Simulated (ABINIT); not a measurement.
## C in ABINIT: the effect of dispersion

C:

```
CELL_PARAMETERS angstrom
0.00000 1.78337 1.78337
1.78337 0.00000 1.78337
1.78337 1.78337 0.00000
ATOMIC_POSITIONS crystal
C 0.75000 0.75000 0.75000
C 0.50000 0.50000 0.50000
```

This isn't the form of C at room conditions, which is graphite.

Alike in all runs:

- Program: ABINIT 10.8.3 (patched build)
- Task: equation of state
- Functional: PBE
- Potentials or basis: JTH PAW PBE v2.0
- Cutoff: 517 eV
- k mesh: 13 × 13 × 13
- Occupations: fermi-dirac, width 0.05 eV
- Spin: no spin polarisation

```tsv
dispersion	V0 of scaled cells (Å³/atom)	B0 (GPa)
none	5.69	435
D3	?	?
D3(BJ)	5.62	455
D2	5.65	449
```

Task: What does the run with dispersion D3 give?

Result: V0 of scaled cells 5.65 Å³/atom; B0 444 GPa.

Caveats: pressures at fixed basis lie under the slope of the energies; the atomic spheres overlap.
